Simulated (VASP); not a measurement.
# SiC under pressure and tension

How does SiC change with the volume? The starting structure is a computed structure from the Materials Project. All runs use LDA. The equilibrium cell comes from relaxations that aren't shown. At each volume, shape and positions are relaxed as far as symmetry leaves them free.

Calculated with VASP 6.6.1; Kohn-Sham DFT with plane waves and PAW; LDA.

### Step 1. Set-up

Symmetry: P6_3mc, No. 186, hexagonal system. The conventional cell has a = 3.076 Å, b = 3.076 Å, c = 10.071 Å, α = 90.00°, β = 90.00°, γ = 120.00°. Nearest to Si lie 4 C at 1.88 to 1.89 Å. Nearest to C lie 4 Si at 1.88 to 1.89 Å. Nearest to C lie 4 Si at 1.88 to 1.89 Å. Farther neighbours are not listed.

Coordinates:

```cif
data_structure
_symmetry_space_group_name_H-M 'P6_3mc'
_symmetry_Int_Tables_number 186
_cell_length_a 3.0757
_cell_length_b 3.0757
_cell_length_c 10.0706
_cell_angle_alpha 90.000
_cell_angle_beta 90.000
_cell_angle_gamma 120.000
_cell_volume 82.50
loop_
_atom_site_label
_atom_site_type_symbol
_atom_site_symmetry_multiplicity
_atom_site_Wyckoff_symbol
_atom_site_fract_x
_atom_site_fract_y
_atom_site_fract_z
_atom_site_occupancy
Si1 Si 2 b 0.66667 0.33333 0.93784 1
Si2 Si 2 a 0.00000 0.00000 0.68789 1
C1 C 2 b 0.66667 0.33333 0.74980 1
C2 C 2 a 0.00000 0.00000 0.50046 1
```

### Step 2. Relaxation at the equilibrium volume

INCAR

```
SYSTEM = SiC
PREC = Accurate
ENCUT = 560
EDIFF = 1E-07
NELM = 100
ISMEAR = 0
SIGMA = 0.03
LREAL = .FALSE.
ALGO = Normal
GGA = CA
NBANDS = 24
LORBIT = 11
LWAVE = .FALSE.
LCHARG = .FALSE.
KPAR = 16
IBRION = 2
NSW = 50
ISIF = 4
EDIFFG = -0.003
```

POSCAR

```
SiC
1.0
    3.0597694862      0.0000000000      0.0000000000
   -1.5298847381      2.6498381065      0.0000000000
    0.0000000000      0.0000000000     10.0169213100
Si C
4 4
Direct
    0.6666666700      0.3333333300      0.9378490934
    0.3333333300      0.6666666700      0.4378490934
    0.0000000000      0.0000000000      0.6878893035
    0.0000000000      0.0000000000      0.1878893035
    0.6666666700      0.3333333300      0.7498041718
    0.3333333300      0.6666666700      0.2498041718
    0.0000000000      0.0000000000      0.5004564313
    0.0000000000      0.0000000000      0.0004564313
```

KPOINTS

```
Automatic mesh
0
Gamma
8 8 2
0 0 0
```

PAW data sets: Si and C (LDA family, release 64).

Launch:

```sh
> mpirun -np 16 vasp_std
```

Output:

```text
[banner, memory and clock lines left out]
running   16 mpi-ranks, on    1 nodes
 distrk:  each k-point on    1 cores,   16 groups
 distr:  one band on    1 cores,    1 groups

 POSCAR found type information on POSCAR SiC
 POSCAR found :  2 types and       8 ions
|                                                                             |
|           W    W    AA    RRRRR   N    N  II  N    N   GGGG   !!!           |
|           W    W   A  A   R    R  NN   N  II  NN   N  G    G  !!!           |
|           W    W  A    A  R    R  N N  N  II  N N  N  G       !!!           |
|           W WW W  AAAAAA  RRRRR   N  N N  II  N  N N  G  GGG   !            |
|           WW  WW  A    A  R   R   N   NN  II  N   NN  G    G                |
|           W    W  A    A  R    R  N    N  II  N    N   GGGG   !!!           |
|                                                                             |
|     For optimal performance we recommend to set                             |
|       NCORE = 2 up to number-of-cores-per-socket                            |
|     NCORE specifies how many cores store one orbital (NPAR=cpu/NCORE).      |
|     This setting can greatly improve the performance of VASP for DFT.       |
|     The default, NCORE=1 might be grossly inefficient on modern             |
|     multi-core architectures or massively parallel machines. Do your        |
|     Unfortunately you need to use the default for GW and RPA                |
|     calculations (for HF NCORE is supported but not extensively tested      |
|     yet).                                                                   |
|                                                                             |

 LDA part: xc-table for (Slater(with rela. corr.)+CA(PZ))
 , standard interpolation
 POSCAR, INCAR and KPOINTS ok, starting setup
 FFT: planning ... GRIDC
 FFT: planning ... GRID_SOFT
 FFT: planning ... GRID
 WAVECAR not read
 entering main loop
       N       E                     dE             d eps       ncg     rms          rms(c)
DAV:   1     0.802039524759E+02    0.80204E+02   -0.15346E+04   960   0.128E+03
DAV:   2    -0.675938792966E+02   -0.14780E+03   -0.13801E+03  1336   0.206E+02
DAV:   3    -0.748510891179E+02   -0.72572E+01   -0.72075E+01  1272   0.449E+01
DAV:   4    -0.749504977547E+02   -0.99409E-01   -0.99277E-01  1208   0.625E+00
DAV:   5    -0.749524653637E+02   -0.19676E-02   -0.19672E-02  1240   0.832E-01    0.185E+01
DAV:   6    -0.669288659471E+02    0.80236E+01   -0.23804E+01  1232   0.220E+01    0.852E+00
DAV:   7    -0.666627376561E+02    0.26613E+00   -0.22262E+00  1304   0.702E+00    0.338E+00
DAV:   8    -0.665914715290E+02    0.71266E-01   -0.13814E-01  1176   0.183E+00    0.111E+00
DAV:   9    -0.665802895552E+02    0.11182E-01   -0.19801E-02  1248   0.758E-01    0.159E-01
DAV:  10    -0.665803831963E+02   -0.93641E-04   -0.96040E-04  1208   0.178E-01    0.851E-02
DAV:  11    -0.665803925735E+02   -0.93772E-05   -0.34020E-05  1248   0.394E-02    0.218E-02
DAV:  12    -0.665803880452E+02    0.45283E-05   -0.94792E-06  1200   0.152E-02    0.984E-03
DAV:  13    -0.665803875202E+02    0.52498E-06   -0.26212E-06  1248   0.732E-03    0.232E-03
DAV:  14    -0.665803875437E+02   -0.23508E-07   -0.10140E-07   888   0.210E-03
   1 F= -.66580388E+02 E0= -.66580388E+02  d E =-.665804E+02
 curvature:   0.00 expect dE= 0.000E+00 dE for cont linesearch  0.000E+00
 trial: gam= 0.00000 g(F)=  0.689E-06 g(S)=  0.329E-08 ort = 0.000E+00 (trialstep = 0.100E+01)
 search vector abs. value=  0.692E-06
 reached required accuracy - stopping structural energy minimisation
```

The job ended after 6.2 s (16 MPI ranks of Intel Xeon 6975P-C (Granite Rapids), shared host; peak memory 3.2 GiB).

The logs omit lines about the potential files and the build; timing stands in the text.

OUTCAR, selected parts (step 2):

```text
ion  position               nearest neighbor table
   1  0.667  0.333  0.938-   8 1.87   8 1.87   8 1.87   5 1.88   3 3.06   3 3.06   3 3.06   4 3.06
                             4 3.06   4 3.06
   2  0.333  0.667  0.438-   7 1.87   7 1.87   7 1.87   6 1.88   4 3.06   4 3.06   4 3.06   3 3.06
                             3 3.06   3 3.06
   3  0.000  0.000  0.688-   5 1.87   5 1.87   5 1.87   7 1.88   1 3.06   1 3.06   1 3.06   2 3.06
                             2 3.06   2 3.06
   4  0.000  0.000  0.188-   6 1.87   6 1.87   6 1.87   8 1.88   2 3.06   2 3.06   2 3.06   1 3.06
                             1 3.06   1 3.06
   5  0.667  0.333  0.750-   3 1.87   3 1.87   3 1.87   1 1.88
   6  0.333  0.667  0.250-   4 1.87   4 1.87   4 1.87   2 1.88
   7  0.000  0.000  0.500-   2 1.87   2 1.87   2 1.87   3 1.88
   8  0.000  0.000  0.000-   1 1.87   1 1.87   1 1.87   4 1.88

  LATTYP: Found a hexagonal cell.
 ALAT       =     3.0597694862
 C/A-ratio  =     3.2737503120

 Subroutine GETGRP returns: Found 12 space group operations
 (whereof  6 operations were pure point group operations)

The static configuration has the point symmetry C_3v.
 The point group associated with its full space group is C_6v.

 Found     20 irreducible k-points:

   k-points           NKPTS =     20   k-points in BZ     NKDIM =     20   number of bands    NBANDS=     24

   dimension x,y,z NGX =    24 NGY =   24 NGZ =   80
   dimension x,y,z NGXF=    48 NGYF=   48 NGZF=  160

   ENCUT  =  560.0 eV  41.16 Ry    6.42 a.u.   5.90  5.90 19.33*2*pi/ulx,y,z

   NELECT =      32.0000    total number of electrons

 k-points in reciprocal lattice and weights: Automatic mesh
   0.00000000  0.00000000  0.00000000       0.008
   0.12500000  0.00000000  0.00000000       0.047
   0.25000000  0.00000000  0.00000000       0.047
   0.37500000  0.00000000  0.00000000       0.047
   0.50000000  0.00000000  0.00000000       0.023
   0.12500000  0.12500000  0.00000000       0.047
   0.25000000  0.12500000  0.00000000       0.094
   0.37500000  0.12500000  0.00000000       0.094
   0.25000000  0.25000000  0.00000000       0.047
[...]
0.25000000  0.25000000  0.50000000       0.047
   0.37500000  0.25000000  0.50000000       0.047

 average (electrostatic) potential at core
       1 -81.6948       2 -81.6948       3 -81.6488       4 -81.6488       5 -48.7304
       6 -48.7304       7 -48.7899       8 -48.7899

 E-fermi :   8.5289

 k-point     1 :       0.0000    0.0000    0.0000
  band No.  band energies     occupation
    ...
     12       7.7591      2.00000
     13       7.7591      2.00000
     14       8.2923      2.00000
     15       8.3459      2.00000
     16       8.3459      2.00000
     17      13.5551      0.00000
     18      14.1259      0.00000
     19      14.7634      0.00000
     20      14.8892      0.00000
     21      15.3222      0.00000
    ...

 k-point     2 :       0.1250    0.0000    0.0000
  band No.  band energies     occupation
    ...
     12       7.3135      2.00000
     13       7.3936      2.00000
     14       7.4190      2.00000
     15       8.1078      2.00000
     16       8.2183      2.00000
     17      13.6050      0.00000
     18      14.2703      0.00000
     19      14.3830      0.00000
     20      15.1006      0.00000
     21      15.3998      0.00000
    ...

 k-point     3 :       0.2500    0.0000    0.0000
  band No.  band energies     occupation
    ...
     12       5.8688      2.00000
     13       6.6626      2.00000
     14       6.7020      2.00000
     15       7.5031      2.00000
     16       7.7983      2.00000
     17      12.0881      0.00000
     18      12.6030      0.00000
     19      13.3951      0.00000
     20      14.4416      0.00000
     21      15.1219      0.00000
    ...

  Total        0.0100614      0.0100614      0.0091571      0.0000000     -0.0000000      0.0000000
  in kB        0.1984839      0.1984839      0.1806460      0.0000000     -0.0000000      0.0000000
  external PRESSURE =       0.1925379 kB  Pullay stress =       0.0000000 kB

  energy-cutoff  :      560.00
  volume of cell :       81.22
      direct lattice vectors                 reciprocal lattice vectors
     3.059769486  0.000000000  0.000000000     0.326822006  0.188690772  0.000000000
    -1.529884738  2.649838106  0.000000000     0.000000000  0.377381546  0.000000000
     0.000000000  0.000000000 10.016921310     0.000000000  0.000000000  0.099831073

 POSITION                                       TOTAL-FORCE (eV/Angst)
 -----------------------------------------------------------------------------------
      1.52988      0.88328      9.39436        -0.000000      0.000000      0.000781
     -0.00000      1.76656      4.38590         0.000000     -0.000000      0.000781
      0.00000      0.00000      6.89053        -0.000000     -0.000000      0.001744
      0.00000      0.00000      1.88207         0.000000     -0.000000      0.001744
      1.52988      0.88328      7.51073         0.000000     -0.000000     -0.000876
     -0.00000      1.76656      2.50227        -0.000000      0.000000     -0.000876
      0.00000      0.00000      5.01303        -0.000000     -0.000000     -0.001649
      0.00000      0.00000      0.00457        -0.000000     -0.000000     -0.001649
 -----------------------------------------------------------------------------------
    total drift:                               -0.000000     -0.000000     -0.000061

  FREE ENERGIE OF THE ION-ELECTRON SYSTEM (eV)
  ---------------------------------------------------
  free  energy   TOTEN  =       -66.5803875437 eV

  energy  without entropy=      -66.5803875437  energy(sigma->0) =      -66.58038754

 reached required accuracy - stopping structural energy minimisation

 total charge
# of ion       s       p       d       tot
------------------------------------------
    1        0.714   0.995   0.000   1.710
    2        0.714   0.995   0.000   1.710
    3        0.715   0.994   0.000   1.709
    4        0.715   0.994   0.000   1.709
    5        0.830   1.730   0.000   2.559
    6        0.830   1.730   0.000   2.559
    7        0.829   1.728   0.000   2.557
    8        0.829   1.728   0.000   2.557
--------------------------------------------------
tot          6.177  10.894   0.000  17.071

[... 3 further parts left out ...]
```

CONTCAR:

```
SiC
   1.00000000000000
     3.0597694862000000    0.0000000000000000    0.0000000000000000
    -1.5298847381000000    2.6498381064999998    0.0000000000000000
     0.0000000000000000    0.0000000000000000   10.0169213100000007
  Si              C
     4     4
Direct
     0.6666666699999979    0.3333333300000021    0.9378490933999970
     0.3333333300000021    0.6666666699999979    0.4378490933999970
     0.0000000000000000    0.0000000000000000    0.6878893035000004
     0.0000000000000000    0.0000000000000000    0.1878893035000004
     0.6666666699999979    0.3333333300000021    0.7498041718000010
     0.3333333300000021    0.6666666699999979    0.2498041718000010
     0.0000000000000000    0.0000000000000000    0.5004564313000017
     0.0000000000000000    0.0000000000000000    0.0004564313000017
```

The run keeps the 12 symmetry operations of its start, so it cannot find a distortion of lower symmetry.

The equilibrium volume: 10.152 Å³ an atom and a pressure of 0.02 GPa, and 2.172 eV of gap on the mesh. Further runs on this cell, not shown, give the modes B1 (4) 921.0, B1 (3) 911.8, E2 (1) 191.3 cm⁻¹.

### Step 3. Relaxation at 0.96 of the equilibrium volume

INCAR is that of step 2.

POSCAR, as its differences from that of step 2:

```diff
@@ -2,5 +2,5 @@
 1.0
-    3.0597694862      0.0000000000      0.0000000000
-   -1.5298847381      2.6498381065      0.0000000000
-    0.0000000000      0.0000000000     10.0169213100
+    3.0184161806      0.0000000000      0.0000000000
+   -1.5092080854      2.6140250933      0.0000000000
+    0.0000000000      0.0000000000      9.8815409129
 Si C
```

KPOINTS is that of step 2.

Launch:

```sh
> mpirun -np 16 vasp_std
```

Output:

```text
[banner, memory and clock lines left out]
running   16 mpi-ranks, on    1 nodes
[...]
[... a notice as in an earlier step ...]

 LDA part: xc-table for (Slater(with rela. corr.)+CA(PZ))
 , standard interpolation
 POSCAR, INCAR and KPOINTS ok, starting setup
[...]
entering main loop
       N       E                     dE             d eps       ncg     rms          rms(c)
DAV:   1     0.833199743409E+02    0.83320E+02   -0.15587E+04   960   0.129E+03
DAV:   2    -0.680323093873E+02   -0.15135E+03   -0.14021E+03  1352   0.213E+02
DAV:   3    -0.752795357247E+02   -0.72472E+01   -0.71897E+01  1272   0.451E+01
DAV:   4    -0.753735120279E+02   -0.93976E-01   -0.93891E-01  1264   0.617E+00
[...]
DAV:  12    -0.664776845420E+02    0.44431E-05   -0.86199E-06  1200   0.148E-02    0.811E-03
DAV:  13    -0.664776839787E+02    0.56328E-06   -0.22543E-06  1240   0.680E-03    0.131E-03
DAV:  14    -0.664776840068E+02   -0.28123E-07   -0.70277E-08   848   0.175E-03
   1 F= -.66477684E+02 E0= -.66477684E+02  d E =-.664777E+02
[... from here on, the cycles between the ionic steps are left out ...]
   2 F= -.66477682E+02 E0= -.66477682E+02  d E =0.228935E-05
   3 F= -.66477695E+02 E0= -.66477695E+02  d E =-.111076E-04
   4 F= -.66477696E+02 E0= -.66477696E+02  d E =-.430112E-06
 trial-energy change:   -0.000000  1 .order   -0.000000   -0.000002    0.000001
 step:   0.5659(harm=  0.5659)  dis= 0.00010  next Energy=   -66.477696 (dE=-0.714E-06)
 reached required accuracy - stopping structural energy minimisation
```

The job ended after 14 s (16 MPI ranks; peak memory 3.5 GiB).

OUTCAR, selected parts (step 3):

```text
  Total        4.9418121      4.9418121      4.9344785      0.0000000      0.0000000     -0.0000000
  in kB      101.5507807    101.5507808    101.4000798      0.0000002      0.0000000     -0.0000000
  external PRESSURE =     101.5005471 kB  Pullay stress =       0.0000000 kB

 POSITION                                       TOTAL-FORCE (eV/Angst)
 -----------------------------------------------------------------------------------
      1.50932      0.87141      9.26574        -0.000000      0.000000      0.000116
     -0.00000      1.74282      4.32572         0.000000      0.000000      0.000116
      3.01865      0.00000      6.79674        -0.000000     -0.000000     -0.002741
     -1.50932      2.61422      1.85671        -0.000000      0.000000     -0.002741
      1.50932      0.87141      7.40815        -0.000000     -0.000000      0.000642
     -0.00000      1.74282      2.46813         0.000000      0.000000      0.000642
      0.00000      0.00000      4.94437        -0.000000     -0.000000      0.001984
     -0.00000      0.00000      0.00434        -0.000000      0.000000      0.001984
 -----------------------------------------------------------------------------------
    total drift:                               -0.000000     -0.000000      0.000176

  FREE ENERGIE OF THE ION-ELECTRON SYSTEM (eV)
  ---------------------------------------------------
  free  energy   TOTEN  =       -66.4776955445 eV

  energy  without entropy=      -66.4776955445  energy(sigma->0) =      -66.47769554

[... 2 parts as in an earlier step ...]

[... 2 further parts left out ...]
[key lines of the parts left out:]
E-fermi :   9.0284
```

0.96 of the equilibrium volume: 9.746 Å³ an atom and a pressure of 10.15 GPa, and 2.181 eV of gap on the mesh. Further runs on this cell, not shown, give the modes B1 (4) 961.9, B1 (3) 952.9, E2 (1) 190.7 cm⁻¹.

(Continued in part 2 of 3.)

[Lines on the potential files, build, host, timing and source positions are cut from VASP's logs without a mark.]

[Logs are printed without paths, hosts, clocks, repeated set-up lines and the standing remarks that a program may print on its own settings, such as how far it seeks lower states.]

[Hosts, paths, dates, database ids (printed as entryN), source tags and the programs' standing remarks are cut or masked in the printed files.]
